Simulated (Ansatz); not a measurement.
Theory: Ansatz 0.2.0, DFT PBE, scalar-relativistic, plane waves, PAW. All cells share a 420 eV cutoff and Γ-centred k meshes spaced about 0.3 Å⁻¹ or finer (0.25 for metals, 2π included). No spin polarisation.

All energies are static (0 K, no zero-point motion).

Compare these two cells of Hf2C5, each relaxed at this level.

1.

```cif
data_structure
_symmetry_space_group_name_H-M 'C2'
_symmetry_Int_Tables_number 5
_cell_length_a 4.8342
_cell_length_b 4.6689
_cell_length_c 7.5429
_cell_angle_alpha 90.000
_cell_angle_beta 100.242
_cell_angle_gamma 90.000
_cell_volume 167.53
loop_
_atom_site_label
_atom_site_type_symbol
_atom_site_symmetry_multiplicity
_atom_site_Wyckoff_symbol
_atom_site_fract_x
_atom_site_fract_y
_atom_site_fract_z
_atom_site_occupancy
Hf1 Hf 4 c 0.78601 0.61716 0.14470 1
C1 C 4 c 0.72705 0.61672 0.84944 1
C2 C 4 c 0.95153 0.14336 0.32363 1
C3 C 2 b 0.00000 0.13652 0.50000 1
```

2.

```cif
data_structure
_symmetry_space_group_name_H-M 'Pmmm'
_symmetry_Int_Tables_number 47
_cell_length_a 4.1855
_cell_length_b 4.9731
_cell_length_c 7.2607
_cell_angle_alpha 90.000
_cell_angle_beta 90.000
_cell_angle_gamma 90.000
_cell_volume 151.13
loop_
_atom_site_label
_atom_site_type_symbol
_atom_site_symmetry_multiplicity
_atom_site_Wyckoff_symbol
_atom_site_fract_x
_atom_site_fract_y
_atom_site_fract_z
_atom_site_occupancy
Hf1 Hf 2 q 0.00000 0.00000 0.69614 1
Hf2 Hf 2 t 0.50000 0.50000 0.68356 1
C1 C 1 d 0.50000 0.00000 0.50000 1
C2 C 2 k 0.66975 0.50000 0.00000 1
C3 C 4 y 0.83170 0.75101 0.00000 1
C4 C 2 i 0.66729 0.00000 0.00000 1
C5 C 1 g 0.00000 0.50000 0.50000 1
```

**Question.** Which form is favoured at zero pressure, and by what margin per atom?

**Answer.** Cell 1 is lower, by 0.32 eV/atom. Cell 1 has space group C2 (No. 5), 12.0 Å³/atom and no gap on its mesh; cell 2 has space group Pmmm (No. 47), 10.8 Å³/atom and no gap. Counting C atoms around Hf (those within 1.25 times the shortest such distance or 1.15 times the sum of covalent radii; a plus sign parts nearer from farther groups; a slash parts the counts of unlike sites), cell 1 has Hf 8 and cell 2 has Hf 4+6/8+2. Cell 1 holds C–C units of three or more atoms (shortest 1.31 Å); cell 2 holds C–C nets (shortest 1.40 Å). The lower one is the more open, so pressure narrows the difference. Even the lower one lies +0.04 eV/atom against the reference forms of the elements (uncorrected), so neither is stable at this level. In cell 1, Hf is surrounded by 5 C at 2.19–2.35 Å, 1 C at 2.49 Å, 1 C at 2.64 Å, 1 C at 2.85 Å, 8 Hf at 3.17–3.36 Å and 2 C at 3.23–3.26 Å; around C on a site of symmetry 1 lie 1 C at 1.44 Å, 1 Hf at 2.19 Å, 3 Hf at 2.33–2.35 Å and 1 Hf at 2.49 Å; C on a second site of symmetry 1 is surrounded by 1 C at 1.31 Å, 1 C at 1.44 Å, 1 Hf at 2.29 Å, 1 C at 2.62 Å, 1 Hf at 2.64 Å and 1 Hf at 2.85 Å; 1 more site not described. In cell 2, around Hf on its first site lie 8 C at 2.53–2.63 Å, 1 Hf at 2.85 Å and 2 C at 2.87 Å; Hf on its second site is surrounded by 4 C at 2.40–2.48 Å, 1 Hf at 2.67 Å and 6 C at 2.82–2.96 Å; around C on a site of symmetry mmm lie 4 Hf at 2.53 Å, 4 Hf at 2.82 Å and 4 C at 3.25 Å; 4 more sites not described. Both come from trial cells of a structure search.

These runs have no spin–orbit coupling, which can matter for Hf. Cells relaxed within their symmetry can be saddle points.
